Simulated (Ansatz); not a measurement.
## TiO$_{2}$: single run (Ansatz)

Input:

```yaml
crystal:
  lattice:
    - [-1.86014126, 1.84923646, 4.76786489]
    - [1.88421356, -1.92476618, 4.80745434]
    - [1.87027576, 1.93490068, -4.79788617]
  atoms:
    - { symbol: Ti, position: [0.00061606, 0.96182787, 0.97883676] }
    - { symbol: Ti, position: [0.74474537, 0.23841106, 0.4889855] }
    - { symbol: O, position: [0.18575429, 0.18373081, 0.01366495] }
    - { symbol: O, position: [0.9164831, 0.43276499, 0.49733227] }
    - { symbol: O, position: [0.56658101, 0.0767062, 0.50926648] }
    - { symbol: O, position: [0.82465598, 0.8000733, 0.97548197] }
kpoints:
  mp_grid: { grid: [5, 5, 7], shift: [0.5, 0.5, 0.0] }
magnetization:
  spin_polarized: true
scf:
  occupations: { method: fermi_dirac }
  n_extra_bands: 4
hamiltonian:
  pseudopotentials: { kind: paw }
  xc: pbe
basis:
  ecutwfc: 420
output:
  forces: true
  stress: true
  eigenvalues: true
```

The command:

```bash
ansatz run input.yaml --threads 1 --pin off --max-ram 2560MiB --backend cpu --events-out ev --progress --plain --runs-dir out
```

Origin of the cell: a strained cell with displaced atoms, so it need not be a known compound.

The smearing width isn't typed, so it takes its default of 0.1 eV.

Output (shortened):

```
SCF iter   1: F=—  HF=-7274.705999 eV  Δρ=4.78e-2  dr2=6.39e0  dr2_m=0.00e0  M=0.000 μB ∫|m|=0.000 μB
SCF iter   2: F=—  HF=-7273.096097 eV  Δρ=2.46e-2  dr2=1.45e0  dr2_m=0.00e0  M=0.000 μB ∫|m|=0.000 μB
SCF iter   3: F=—  HF=-7271.984886 eV  Δρ=1.60e-2  dr2=2.34e-1  dr2_m=7.22e-2  M=0.604 μB ∫|m|=0.604 μB
SCF iter   4: F=—  HF=-7272.827399 eV  Δρ=1.80e-2  dr2=5.45e-1  dr2_m=6.35e-2  M=0.000 μB ∫|m|=0.060 μB
SCF iter   5: F=—  HF=-7272.835955 eV  Δρ=1.15e-2  dr2=2.09e-1  dr2_m=0.00e0  M=0.000 μB ∫|m|=0.000 μB
SCF iter   6: F=—  HF=-7272.834974 eV  Δρ=6.25e-3  dr2=1.02e-1  dr2_m=0.00e0  M=0.000 μB ∫|m|=0.000 μB
SCF iter   7: F=—  HF=-7272.826487 eV  Δρ=4.18e-3  dr2=1.94e-2  dr2_m=0.00e0  M=0.000 μB ∫|m|=0.000 μB
SCF iter   8: F=—  HF=-7272.836643 eV  Δρ=1.57e-3  dr2=7.21e-3  dr2_m=0.00e0  M=0.000 μB ∫|m|=0.000 μB
SCF iter   9: F=—  HF=-7272.835869 eV  Δρ=3.08e-4  dr2=1.15e-4  dr2_m=0.00e0  M=0.000 μB ∫|m|=0.000 μB
SCF iter  10: F=—  HF=-7272.835950 eV  Δρ=9.16e-5  dr2=1.27e-5  dr2_m=0.00e0  M=0.000 μB ∫|m|=0.000 μB
SCF iter  11: F=—  HF=-7272.835981 eV  Δρ=3.50e-5  dr2=2.43e-6  dr2_m=0.00e0  M=0.000 μB ∫|m|=0.000 μB
SCF iter  12: F=—  HF=-7272.835982 eV  Δρ=1.58e-5  dr2=3.89e-7  dr2_m=0.00e0  M=0.000 μB ∫|m|=0.000 μB
SCF iter  13: F=-7272.835982 eV  HF=-7272.835982 eV  Δρ=5.98e-6  dr2=6.42e-8  dr2_m=0.00e0  M=0.000 μB ∫|m|=0.000 μB
SCF 1 converged in 13 iterations: F = -7272.835982 eV  dr2 = 6.42e-8
SCF converged after 13 iterations
Magnetization: 0.0000 μB (24.0000 up, 24.0000 down)
Absolute magnetization: 0.0000 μB (∫|ρ↑−ρ↓|)
Spin contamination: 0.0000 ħ² per cell (⟨S²⟩ above its minimum at these occupations)
Per-site moments (μB) at R_I (Å): [(0.0, 0.660289), (0.0, 0.707327), (0.0, 0.737503), (0.0, 0.707327), (0.0, 0.711768), (0.0, 0.660289)]
Free energy (F): -7272.835982 eV
Harris-Foulkes:  -7272.835982 eV  (|F-HF|=2.33e-9)
Internal energy: -7272.835966 eV  (E = F + TS)
E sigma→0 (E₀):  -7272.835974 eV
Entropy (-TS):   -0.000016 eV (-0.003 meV/atom)
Fermi energy:    9.201921 eV
--- Per-component energies (eV) ---
  E_band       = -444.733248
  E_kinetic    = 1272.237296
  E_local      = -3935.732834  (includes V_loc(G=0)·N_el)
  E_nonlocal   = 200.929770
  E_hartree    = 1564.938611
  E_xc         = -496.947877
  E_vxc        = -629.667746  (∫ρ·V_xc dr)
  E_paw        = -2727.081130  (= ΣΔE_a)
  E_vpaw       = -482.386103  (= ΣTr[D̂ρ^β])
  E_aug_tail   = 0.010265  (compensation charges beyond the density's cutoff)
  E_ewald      = -3151.190067
  E_smearing   = -0.000016  (= −TS)
  Σ components = -7272.835982   (vs F -7272.835982, Δ=0.00e0)
--- Forces (eV/Å), atoms counted from 1 ---
  atom   1  Ti     0.298467     0.065833     6.444971
  atom   2  Ti    -0.676429     0.125238    -0.800889
  atom   3  O      0.184019    -0.484881     7.352117
  atom   4  O     -2.937674    -0.243890     8.609715
  atom   5  O      0.020619     0.422441    -8.019770
  atom   6  O      3.110973     0.115271   -13.586022
  max |Σ_I F_I| component: 1.22e-4 eV/Å
--- Stress (GPa, compression-positive) ---
       23.685253       0.328438      -2.929039
        0.328438       7.667848      -0.433234
       -2.929040      -0.433235     108.438758
  P = ⅓ Tr σ = 46.5973 GPa (465.973 kbar)
```

Caveats: spin is on but no moment was typed; the given cell is far from equilibrium, with atoms too close or a volume far off.

Time: 8.5 s on 1 thread of AMD EPYC 9R45 96-Core Processor (Zen 5), with other jobs on the host, peak memory 0.56 GiB, from the program's own first density.
